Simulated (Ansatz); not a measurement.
# MgO: the cost of one run

Method: DFT PBE, scalar-relativistic, plane waves, PAW, in Ansatz 0.2.0.

## Step 1: The system as given

It takes space group P2 (No. 3, monoclinic). The conventional cell has a = 3.300 Å, b = 5.281 Å, c = 3.300 Å, α = 90.00°, β = 90.00°, γ = 90.00°. Around Mg (site symmetry 2) lie 2 O at 1.91 Å and 2 Mg at 1.91 Å. Mg (site symmetry 1) has 3 Mg at 1.87 to 2.02 Å and 1 O at 1.91 Å as nearest neighbours. O (site symmetry 2) is surrounded by 2 Mg at 1.91 Å and 2 O at 1.91 Å. Around O (site symmetry 1) lie 3 O at 1.87 to 2.02 Å and 1 Mg at 1.91 Å.

Structure file:

```xyz
6
Lattice="3.3004 0.0000 0.0000 0.0000 5.2812 0.0000 0.0000 0.0000 3.3004" Properties=species:S:1:pos:R:3 pbc="T T T"
Mg    0.0000    3.9609    0.0000
Mg    2.1673    2.6406    0.7816
Mg    1.1331    2.6406    2.5188
O     0.0000    1.3203    0.0000
O     2.5188    0.0000    2.1673
O     0.7816    0.0000    1.1331
```

Recipe of the guess: 4-connected net, two elements spread over the vertices (P2, No. 3). The dimensions are guesses.

## Step 2: A first look at the guess

Contents of input.yaml:

```yaml
crystal:
  lattice:
    - [3.3003736, 0.0, 0.0]
    - [0.0, 5.28116751, 0.0]
    - [0.0, 0.0, 3.3003736]
  atoms:
    - { symbol: Mg, position: [0.0, 0.75, 0.0] }
    - { symbol: Mg, position: [0.65668231, 0.5, 0.23681633] }
    - { symbol: Mg, position: [0.34331769, 0.5, 0.76318367] }
    - { symbol: O, position: [0.0, 0.25, 0.0] }
    - { symbol: O, position: [0.76318367, 0.0, 0.65668231] }
    - { symbol: O, position: [0.23681633, 0.0, 0.34331769] }
basis:
  ecutwfc: 420
kpoints:
  mp_grid: { grid: [6, 4, 6] }
hamiltonian:
  xc: pbe
scf:
  occupations: { method: gaussian, width: 0.1 }
  lower_state_search: "off"
output:
  forces: true
  stress: true
  eigenvalues: true
```

On the command line:

```bash
ansatz run input.yaml --threads 1 --pin off --max-ram 2560MiB --backend cpu --events-out ev --progress --plain --runs-dir out
```

Q: Estimate wall time and peak memory on 1 thread of Arm Neoverse V1, shared host.

About 11 s, with a peak of 0.35 GiB.
